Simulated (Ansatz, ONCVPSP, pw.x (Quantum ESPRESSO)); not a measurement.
What a changed setting does to a pw.x run (sc Sr)

Potential: optimised norm-conserving Vanderbilt (ONCV), ONCVPSP 4.0.1, PBE; core [Ar] 3d10, reference 4s2 4p6 5s2; waves: 4s+5s: rc 2.05 bohr, ncon 4, nbas 7, qcut 7.4 1/bohr, 2 projectors; 4p: rc 1.90 bohr, ncon 4, nbas 9, qcut 7.3 1/bohr, 2 projectors, debl 2.6 Ha; d scattering state at 0.09 Ha: rc 1.80 bohr, ncon 4, nbas 7, qcut 6 1/bohr, 2 projectors, debl 1.5 Ha; local part: polynomial inside 1.45 bohr (lpopt 1, dvloc0 4 Ha); core correction: Teter function, fcfact 2.75, rcfact 1.7. In the d channel the program set the typed energies aside and used 0.050, 1.550 Ha.

The reference run (k-mesh 9³, cutoffs 50/200 Ry, Fermi–Dirac 0.01 Ry, mixing_beta 0.4, conv_thr 1e-9, no spin) gives -0.03 GPa at 58.379 Å³/atom, where all-electron LAPW gives -0.03 GPa. This run, with its own iteration cap, changes ecutrho/ecutwfc to 16.

```
&control
  calculation='scf', prefix='x', pseudo_dir='./', outdir='./tmp', tstress=.true., disk_io='none'
/
&system
  ibrav=0, nat=1, ntyp=1, ecutwfc=50, ecutrho=800, nbnd=12,
  occupations='smearing', smearing='fd', degauss=0.01
/
&electrons
  conv_thr=1e-09, mixing_beta=0.4, electron_maxstep=70
/
ATOMIC_SPECIES
Sr 1.0 Sr.UPF
CELL_PARAMETERS angstrom
  3.87928973 0.00000000 0.00000000
  0.00000000 3.87928973 0.00000000
  0.00000000 0.00000000 3.87928973
ATOMIC_POSITIONS crystal
Sr 0.0000 0.0000 0.0000
K_POINTS automatic
9 9 9 0 0 0
```

```bash
pw.x < Sr.scf.in > Sr.scf.out
```

Question: How does the run end?

Answer: It converges in 8 iterations; the free energy moves by +0.0 meV/atom and the pressure by +0.00 GPa. The result is that of the reference run.

```
Message from routine setup:
     using ibrav=0 with symmetry is DISCOURAGED, use correct ibrav instead
     lattice parameter (alat)  =       7.3308  a.u.
     unit-cell volume          =     393.9610 (a.u.)^3
     number of electrons       =        10.00
     number of Kohn-Sham states=           12
     kinetic-energy cutoff     =      50.0000  Ry
     charge density cutoff     =     800.0000  Ry
     scf convergence threshold =      1.0E-09
     Exchange-correlation= PBE
     number of k points=    35  Fermi-Dirac smearing, width (Ry)=  0.0100
     iteration #  1     ecut=    50.00 Ry     beta= 0.40
     total energy              =     -66.90719123 Ry
     estimated scf accuracy    <       0.00318927 Ry
     iteration #  2     ecut=    50.00 Ry     beta= 0.40
     total energy              =     -66.90731220 Ry
     estimated scf accuracy    <       0.00105450 Ry
     iteration #  3     ecut=    50.00 Ry     beta= 0.40
     total energy              =     -66.90735087 Ry
     estimated scf accuracy    <       0.00002179 Ry
     [... 2 iterations left out ...]
     iteration #  6     ecut=    50.00 Ry     beta= 0.40
     total energy              =     -66.90735550 Ry
     estimated scf accuracy    <          1.7E-09 Ry
     iteration #  7     ecut=    50.00 Ry     beta= 0.40
     total energy              =     -66.90735550 Ry
     estimated scf accuracy    <          1.2E-09 Ry
     iteration #  8     ecut=    50.00 Ry     beta= 0.40
     the Fermi energy is     4.5758 ev
!    total energy              =     -66.90735551 Ry
     estimated scf accuracy    <          6.0E-12 Ry
     smearing contrib. (-TS)   =      -0.00612528 Ry
     The total energy is F=E-TS. E is the sum of the following terms:
     one-electron contribution =     -28.04142443 Ry
     hartree contribution      =      14.95681155 Ry
     xc contribution           =     -15.11280115 Ry
     ewald contribution        =     -38.70381619 Ry
     convergence has been achieved in   8 iterations
          total   stress  (Ry/bohr**3)                   (kbar)     P=       -0.30
     Message from routine punch:
     Nothing written, as per user request (disk_io='none')
```

The run took about 8.2 s on one core of a shared server CPU.
